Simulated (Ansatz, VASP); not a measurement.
**AlNi3: VASP beside Ansatz**

```
Ni Al
1.0
     0.00000    2.74469    2.74469
     2.74469    0.00000    2.74469
     2.74469    2.74469    0.00000
Ni Al
3 1
Cartesian
  4.1170 4.1170 4.1170
  0.0000 0.0000 0.0000
  1.3723 1.3723 1.3723
  2.7447 2.7447 2.7447
```

The cell comes from a database or a generator and needn't be the stable form of this composition.

Alike in both runs: task single point; functional PBEsol; k mesh 8 × 8 × 8; occupations fermi-dirac, width 0.05 eV; collinear spin.

|  | VASP | Ansatz |
| --- | --- | --- |
| version | VASP 6.6.1 | Ansatz 0.2.0 |
| potentials or method | VASP PAW PBE potentials, release 64 (Ni, Al) | Ansatz PAW |
| plane-wave cutoff (eV) | 520 | 420 |
| valence electrons in the cell | 33 | 57 |

|  | VASP | Ansatz | Ansatz less VASP |
| --- | --- | --- | --- |
| gap on the k mesh at the Fermi level (eV) | none | none | - |
| pressure (GPa) | 13.3 | 13.4 | +0.01 |
| net moment per atom (μB) | 0.00 | 0.00 | 0.000 |

A gap of «none» marks a metal or a gap that the smearing closes. The functional is the same, so the differences come from potentials, cutoffs and numerics. The two sets of potentials don't hold the same shells in valence.

Caveats: the PAW data sets were made with another functional, which shifts forces and pressure a little (VASP); the PAW data sets come from PBE, with cores solved anew for the run's functional, which leaves a small shift of forces and pressure (Ansatz); the starting moments weren't kept (Ansatz).
